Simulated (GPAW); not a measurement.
Runs of GPAW 26.7.0 on FeO (Wuestite). Symmetry: Fm-3m, No. 225, cubic system. The conventional cell has a = 4.311 Å, b = 4.311 Å, c = 4.311 Å, α = 90.00°, β = 90.00°, γ = 90.00°. Around Fe (site symmetry m-3m) lie 6 O at 2.16 Å. O (site symmetry m-3m) is surrounded by 6 Fe at 2.16 Å. 

```tsv
task	level	potentials or basis	fixed moment (μB)	cell	k mesh	optimizer	fmax	max steps	convergence	gap on the mesh (eV)	pressure (GPa)	moment (μB)	relaxed volume (Å³/atom)
single point	PBE	GPAW PAW data sets (gpaw-data 1.2.1), pw	3.0	as given	11 × 11 × 11	-	-	-	-	-	-10.1	3.00	-
relaxation of cell and atoms	r2SCAN	GPAW PAW data sets (gpaw-data 1.2.1), pw	-	relaxed	8 × 8 × 8	BFGS	0.02 eV/Å	60	density=1e-05 forces=0.0001	none	0.1	4.00	9.78
single point	PBE	GPAW PAW data sets (gpaw-data 1.2.1), pw	3.75	as given	11 × 11 × 11	-	-	-	-	-	(b)	3.75	-
single point	PBE	GPAW PAW data sets (gpaw-data 1.2.1), pw	0.75	as given	11 × 11 × 11	-	-	-	-	-	-20.9	0.75	-
single point	PBE	GPAW PAW data sets (gpaw-data 1.2.1), pw	-	as given	11 × 11 × 11	-	-	-	-	none	(a)	4.00	-
relaxation of cell and atoms	revPBE	the program's PAW data sets (release 1.2.1) made for this functional, pw	-	relaxed	8 × 8 × 8	BFGS	0.02 eV/Å	60	density=1e-05 forces=0.0001	none	0.1	4.00	(c)
single point	PBE	GPAW PAW data sets (gpaw-data 1.2.1), pw	2.25	as given	11 × 11 × 11	-	-	-	-	-	-16.1	2.25	-
single point	PBE	GPAW PAW data sets (gpaw-data 1.2.1), pw	1.5	as given	11 × 11 × 11	-	-	-	-	-	-21.1	1.50	-
```

Alike in all rows: spin collinear, ferromagnetic start; cutoff (eV) 800; smearing fermi-dirac 0.05 eV.

Problem. Estimate the missing entries.

Solution. (a) 0.8; (b) -2.3; (c) 10.29.

Caveats: a cell with one magnetic atom can't hold antiferromagnetic order, which such compounds often take; the total moment is fixed, so each spin has its own Fermi level (some runs); semilocal functionals often make such compounds metallic where correlation or magnetic order opens a gap, which also shifts bond lengths (some runs); each step starts from the last one's moments, so a moment once lost doesn't come back (some runs); later steps reuse the first step's grids (some runs); the PAW data sets were made with another functional, which shifts forces and pressure a little (some runs).

A gap of «none» marks a metal or a gap under the smearing width.
